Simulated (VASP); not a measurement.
# CsSnI3 (Pm-3m) in VASP: notebook, part 2 of 2

VASP 6.6.1.

### 3 Relaxation of cell and atoms, RPBE+D3

File INCAR:

```
PREC = Accurate
ENCUT = 600
EDIFF = 1E-6
ISMEAR = -1
SIGMA = 0.05
LREAL = F
LASPH = T
NELM = 100
ALGO = Fast
ISIF = 3
LWAVE = F
LCHARG = F
GGA = RP
IVDW = 11
IBRION = 2
NSW = 60
EDIFFG = -0.005
```

File KPOINTS:

```
Automatic mesh
0
Gamma
  4 4 4
```

File POSCAR:

```
CsSnI3
1.0
    6.2057000000      0.0000000000      0.0000000000
    0.0000000000      6.2057000000      0.0000000000
    0.0000000000      0.0000000000      6.2057000000
Cs I Sn
1 3 1
Direct
    0.0000000000      0.0000000000      0.0000000000
    0.5000000000      0.5000000000      0.0000000000
    0.5000000000      0.0000000000      0.5000000000
    0.0000000000      0.5000000000      0.5000000000
    0.5000000000      0.5000000000      0.5000000000
```

Potentials or basis: VASP PAW PBE potentials, release 64 (Cs_sv, I, Sn_d).

Command:

```bash
$ cat potpaw_PBE.64/Cs_sv/POTCAR potpaw_PBE.64/I/POTCAR potpaw_PBE.64/Sn_d/POTCAR > POTCAR
$ mpirun -np 1 vasp_std > vasp.out
```

OUTCAR:

```text
PREC = Accurate
   ENCUT = 600
   EDIFF = 1E-6
   ISMEAR = -1
   LREAL = F
   LASPH = T
   NELM = 100
   ISIF = 3
   GGA = RP
   IVDW = 11
   IBRION = 2
   NSW = 60
   EDIFFG = -0.005
 IVDW          = 11

 ion  position               nearest neighbor table
   1  0.000  0.000  0.000-
   2  0.500  0.500  0.000-   5 3.10   5 3.10
   3  0.500  0.000  0.500-   5 3.10   5 3.10
   4  0.000  0.500  0.500-   5 3.10   5 3.10
   5  0.500  0.500  0.500-   2 3.10   3 3.10   4 3.10   2 3.10   3 3.10   4 3.10

  LATTYP: Found a simple cubic cell.
 ALAT       =     6.2057000000

  Lattice vectors:

 A1 = (   6.2057000000,   0.0000000000,   0.0000000000)
 A2 = (   0.0000000000,   6.2057000000,   0.0000000000)
 A3 = (   0.0000000000,   0.0000000000,   6.2057000000)

Analysis of symmetry for initial positions (statically):
=====================================================================
 Subroutine PRICEL returns:
 Original cell was already a primitive cell.

 Routine SETGRP: Setting up the symmetry group for a
 simple cubic supercell.

 Subroutine GETGRP returns: Found 48 space group operations
 (whereof 48 operations were pure point group operations)
 out of a pool of 48 trial point group operations.

The static configuration has the point symmetry O_h .

Analysis of symmetry for dynamics (positions and initial velocities):
=====================================================================
 Subroutine PRICEL returns:
 Original cell was already a primitive cell.

 Routine SETGRP: Setting up the symmetry group for a
 simple cubic supercell.

 Subroutine GETGRP returns: Found 48 space group operations
 (whereof 48 operations were pure point group operations)
 out of a pool of 48 trial point group operations.

The dynamic configuration has the point symmetry O_h .

 Subroutine INISYM returns: Found 48 space group operations
 (whereof 48 operations are pure point group operations),
 and found     1 'primitive' translations

----------------------------------------------------------------------------------------

                                     Primitive cell

[... 81 lines left out ...]
   EDIFF  = 0.1E-05   stopping-criterion for ELM
   LREAL  =      F    real-space projection
   EDIFFG = -.5E-02   stopping-criterion for IOM
   NSW    =     60    number of steps for IOM
   IBRION =      2    ionic relax: 0-MD 1-quasi-New 2-CG
   NFREE  =      1    steps in history (QN), initial steepest desc. (CG)
   ISIF   =      3    stress and relaxation
   ISYM   =      2    0-nonsym 1-usesym 2-fastsym
   POTIM  = 0.5000    time-step for ionic-motion
   TEBEG  =    0.0;   TEEND  =   0.0 temperature during run
   PSTRESS=    0.0 pullay stress
   NELECT =      44.0000    total number of electrons
   NUPDOWN=      -1.0000    fix difference up-down
   EMIN   =  10.00;   EMAX   =-10.00  energy-range for DOS
   EFERMI =   0.00;   METHOD = LEGACY
   ISMEAR =    -1;   SIGMA  =   0.05  broadening in eV -4-tet -1-fermi 0-gaus
   EFERMI_NEDOS =   21; number of points for ismear=-14 and -15
   IALGO  =     68    algorithm
   IMIX   =      4    mixing-type and parameters
     AMIX     =   0.40;   BMIX     =  1.00
     AMIX_MAG =   1.60;   BMIX_MAG =  1.00
  volume/ion in A,a.u.               =      47.80       322.55
  Fermi-wavevector in a.u.,A,eV,Ry     =   0.931326  1.759950 11.801253  0.867368
  Thomas-Fermi vector in A             =   2.057807
   LORBIT       =      0    0 simple, 1 ext, 2 COOP (PROOUT), +10 PAW based schemes
   GGA     = RP    functional components
   LHFCALC =     F    Hartree Fock is set to
   AEXX    =    0.0000 exact exchange contribution
   IVDW    =    11    specifies the selected vdW correction
   LEPSILON=     F    determine dielectric tensor
   LRPA    =     F    only Hartree local field effects (RPA)
 conjugate gradient relaxation of ions
 non-spin polarized calculation
 RMM-DIIS sequential band-by-band and
  energy-cutoff  :      600.00
  volume of cell :      238.99
 maximum number of plane-waves:      8025
 NGX is ok and might be reduce to    50
   NGX = 25   NGY = 25   NGZ = 25

--------------------------------------- Ionic step        1  -------------------------------------------

 number of electron      43.9999989 magnetization

 Free energy of the ion-electron system (eV)
  ---------------------------------------------------
  ext. energy  EPLUGINS =         0.00000000
  ---------------------------------------------------
  free energy    TOTEN  =       -12.78530920 eV

  energy without entropy =      -12.78442597  energy(sigma->0) =      -12.78486758

------------------------ aborting loop because EDIFF is reached ----------------------------------------

 Edisp (eV)   -1.83182

 E8    (eV) :    -0.6601
[... 77 lines left out ...]
--------------------------------------- Ionic step        3  -------------------------------------------

 number of electron      44.0000011 magnetization

 Free energy of the ion-electron system (eV)
  ---------------------------------------------------
  ext. energy  EPLUGINS =         0.00000000
  ---------------------------------------------------
  free energy    TOTEN  =       -12.86885644 eV

  energy without entropy =      -12.86859923  energy(sigma->0) =      -12.86872783

 E-fermi :   2.8415     XC(G=0):  -7.1126

 val. band max:        2.6281042833   @ k =   0.5000   0.5000   0.5000
 cond. band min:       3.1125833996   @ k =   0.5000   0.5000   0.5000
 fundamental gap:      0.4844791163
 Fermi energy:         2.8414763113

 k-point     1 :       0.0000    0.0000    0.0000
  band No.  band energies     occupation
      1     -19.6541      2.00000
      2     -19.5104      2.00000
      3     -19.5104      2.00000
      4     -19.4984      2.00000
      5     -19.4984      2.00000
      6     -19.4984      2.00000
[... 315 lines left out ...]
  FREE ENERGIE OF THE ION-ELECTRON SYSTEM (eV)
  ---------------------------------------------------
  free  energy   TOTEN  =       -14.6349482447 eV

  energy  without entropy=      -14.6346910286  energy(sigma->0) =      -14.63481964

 reached required accuracy - stopping structural energy minimisation
```

OSZICAR:

```text
N       E                     dE             d eps       ncg     rms          rms(c)
DAV:   1     0.375683538284E+03    0.37568E+03   -0.19627E+04   520   0.171E+03
DAV:   2     0.326846605408E+02   -0.34300E+03   -0.33613E+03   618   0.324E+02
DAV:   3    -0.111463772141E+02   -0.43831E+02   -0.42796E+02   632   0.126E+02
[... 32 lines left out ...]
RMM:   6    -0.128688739571E+02    0.43560E-04   -0.10659E-04   575   0.557E-02    0.751E-02
RMM:   7    -0.128688599108E+02    0.14046E-04   -0.29039E-05   578   0.455E-02    0.472E-02
RMM:   8    -0.128688584447E+02    0.14660E-05   -0.88293E-06   509   0.190E-02    0.264E-02
RMM:   9    -0.128688564526E+02    0.19921E-05   -0.58235E-06   453   0.163E-02    0.110E-02
RMM:  10    -0.128688564415E+02    0.11164E-07   -0.17024E-06   314   0.833E-03
   3 F= -.14634948E+02 E0= -.14634820E+02  d E =-.178144E-01
```

CONTCAR:

```text
CsSnI3
   1.00000000000000
     6.2798652306495280    0.0000000000000000   -0.0000000000000000
     0.0000000000000000    6.2798652306495280   -0.0000000000000000
     0.0000000000000000    0.0000000000000000    6.2798652306495280
  Cs              I               Sn
     1     3     1
Direct
     0.0000000000000000    0.0000000000000000    0.0000000000000000
     0.5000000000000000    0.5000000000000000    0.0000000000000000
     0.5000000000000000    0.0000000000000000    0.5000000000000000
     0.0000000000000000    0.5000000000000000    0.5000000000000000
     0.5000000000000000    0.5000000000000000    0.5000000000000000

  0.00000000E+00  0.00000000E+00  0.00000000E+00
  0.00000000E+00  0.00000000E+00  0.00000000E+00
  0.00000000E+00  0.00000000E+00  0.00000000E+00
  0.00000000E+00  0.00000000E+00  0.00000000E+00
  0.00000000E+00  0.00000000E+00  0.00000000E+00
```

Run time: 2.2 min. Hardware: 1 thread of AMD EPYC 9R45 (Zen 5), shared host; peak memory 0.4 GiB.

Results:

- Free energy: -14.6349 eV
- Relaxed volume: 49.53 Å³/atom
- Relaxed cell: a = 6.280 Å, b = 6.280 Å, c = 6.280 Å, α = 90.00°, β = 90.00°, γ = 90.00°
- Space group after relaxing (to 0.05 Å): Pm-3m (No. 221)
- Energy gained by relaxing: 3.6 meV/atom
- Ionic steps: 3
- Pressure after relaxing: 0.0 GPa
- Band gap on the k mesh: 0.48 eV, direct
- Dispersion energy per atom: -0.353 eV

Step by step:
| step | energy change (eV) | largest force (eV/Å) | pressure (GPa) | volume (Å³) |
| --- | --- | --- | --- | --- |
| 1 | 0.0000 | 0.0000 | 0.69 | 238.99 |
| 2 | -0.0173 | 0.0000 | 0.11 | 246.13 |
| 3 | -0.0178 | 0.0000 | -0.01 | 247.66 |

Final structure:
```
Cs I Sn
1.0
     6.27987    0.00000    0.00000
     0.00000    6.27987    0.00000
     0.00000    0.00000    6.27987
Cs I Sn
1 3 1
Direct
  0.00000 0.00000 0.00000
  0.50000 0.50000 0.00000
  0.50000 0.00000 0.50000
  0.00000 0.50000 0.50000
  0.50000 0.50000 0.50000
```

Caveat: the PAW data sets were made with another functional, which shifts forces and pressure a little; spin-orbit coupling is left out, which moves the levels of the heavy elements.

### 4 Relaxation of cell and atoms, RPBE+D3(BJ)

Edit INCAR of step 3 so:

```diff
@@ -13,3 +13,3 @@
 GGA = RP
-IVDW = 11
+IVDW = 12
 IBRION = 2
```

KPOINTS is that of step 3.

POSCAR is that of step 3.

Command:

```bash
$ cat potpaw_PBE.64/Cs_sv/POTCAR potpaw_PBE.64/I/POTCAR potpaw_PBE.64/Sn_d/POTCAR > POTCAR
$ mpirun -np 1 vasp_std > vasp.out
```

Run time: 3.4 min. Hardware: 1 thread of AMD EPYC 9R45 (Zen 5), shared host; peak memory 0.4 GiB.

The run converged. Its results:

- Free energy: -18.7094 eV
- Relaxed volume: 37.50 Å³/atom
- Relaxed cell: a = 5.724 Å, b = 5.724 Å, c = 5.724 Å, α = 90.00°, β = 90.00°, γ = 90.00°
- Space group after relaxing (to 0.05 Å): Pm-3m (No. 221)
- Energy gained by relaxing: 163.1 meV/atom
- Ionic steps: 4
- Pressure after relaxing: 0.0 GPa
- Band gap on the k mesh: none (metal or under the smearing width)
- Dispersion energy per atom: -1.520 eV

The path:
```
step  energy change (eV)  largest force (eV/Å)  pressure (GPa)  volume (Å³)
   1              0.0000                0.0000           -3.97       238.99
   2             -0.7451                0.0000           -1.67       200.29
   3             -0.8149                0.0000           -0.18       188.77
   4             -0.8156                0.0000            0.02       187.51
```

Final structure:
```
Cs I Sn
1.0
     5.72369    0.00000    0.00000
     0.00000    5.72369    0.00000
     0.00000    0.00000    5.72369
Cs I Sn
1 3 1
Direct
  0.00000 0.00000 0.00000
  0.50000 0.50000 0.00000
  0.50000 0.00000 0.50000
  0.00000 0.50000 0.50000
  0.50000 0.50000 0.50000
```

Levels at points of the mesh, in eV from the Fermi level:
```tsv
k point	band 19	band 20	band 21	band 22	band 23	band 24	band 25	band 26
(0.00, 0.00, 0.00)	-3.31	-2.96	-2.96	-2.96	2.09	2.27	2.27	2.47
(0.50, 0.00, 0.00)	-3.61	-3.23	-3.23	-1.52	0.92	3.43	3.47	3.72
(0.50, 0.50, 0.00)	-3.76	-3.27	-2.41	-0.30	0.60	0.60	3.80	4.22
(0.50, 0.50, 0.50)	-2.37	-2.37	-2.37	0.03	0.03	0.03	1.03	2.46
```

Caveat: the volume moved by over 15 % at a fixed basis, so the end points are rough; the PAW data sets were made with another functional, which shifts forces and pressure a little; pairwise dispersion overbinds metals, which lowers pressure and volume.

### 5 Overview

| level | gap on the mesh (eV) | pressure (GPa) | relaxed volume (Å³/atom) |
| --- | --- | --- | --- |
| RPBE | 0.79 | 0.0 | 53.46 |
| RPBE+D3 | 0.48 | 0.0 | 49.53 |
| RPBE+D3(BJ) | none | 0.0 | 37.50 |

Alike in all rows: task relaxation of cell and atoms; potentials or basis VASP PAW PBE potentials, release 64 (Cs_sv, I, Sn_d); no spin polarisation; cell relaxed; k mesh 4 × 4 × 4; cutoff (eV) 600; smearing fermi-dirac 0.05 eV.

Caveats: the PAW data sets were made with another functional, which shifts forces and pressure a little; spin-orbit coupling is left out, which moves the levels of the heavy elements (some runs); the volume moved by over 15 % at a fixed basis, so the end points are rough (some runs); pairwise dispersion overbinds metals, which lowers pressure and volume (some runs).

Total energies depend on the potentials used, so only differences within one code and one set of settings carry meaning.
